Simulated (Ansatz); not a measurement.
**Convergence of Bi$_{2}$Te$_{3}$ with the k-point mesh**

Theory: Ansatz 0.2.0, DFT PBEsol, scalar-relativistic, plane waves, PAW.

```xyz
5
Lattice="2.3086 1.1494 9.7369 -2.1494 1.1856 9.6969 0.1110 -2.6715 9.7601" Properties=species:S:1:pos:R:3 pbc="T T T"
Bi    0.2852   -0.2599   23.7160
Bi    0.1260   -0.1532   11.7888
Te    0.0958   -0.2112   17.8897
Te    0.0200   -0.0877    5.8599
Te   -0.0976   -0.0369   -0.0138
```

* plane-wave cutoff: 420 eV
* occupation rule: Gaussian smearing, 0.1 eV
* spin treatment: unpolarised

The atoms are held and the k-point mesh is swept. Energies are extrapolated to zero smearing and count from the reference run, 8×8×8. The cell was strained and its atoms displaced at random, so that forces don't vanish. The meshes are Γ-centred. Spin–orbit coupling is left out. Pressure is positive in compression.

Times are rough; the reference took 110 s on 1 thread of Intel(R) Xeon(R) Platinum 8488C (Sapphire Rapids), on a shared host, peak memory 1.4 GiB.

(1) One run gave ΔE = 179 meV/atom and P = 1.36 GPa. Which k-point mesh did it use, of 1×1×1, 2×2×2, 4×4×4, 6×6×6?

Results:

(1) 2×2×2. All runs:

```
 mesh  ΔE (meV/atom) P (GPa) largest change of a force component (eV/Å) irreducible points wall time (s)
1×1×1           3521    24.59                                       3.583                   1            1.4
2×2×2            179     1.36                                       1.208                   8              3
4×4×4           9.11    -0.02                                       0.225                  36             16
6×6×6           1.17     0.04                                       0.045                 112             46
8×8×8           0.00     0.00                                       0.000                 260            110
```

This form isn't the usual stable structure of the compound.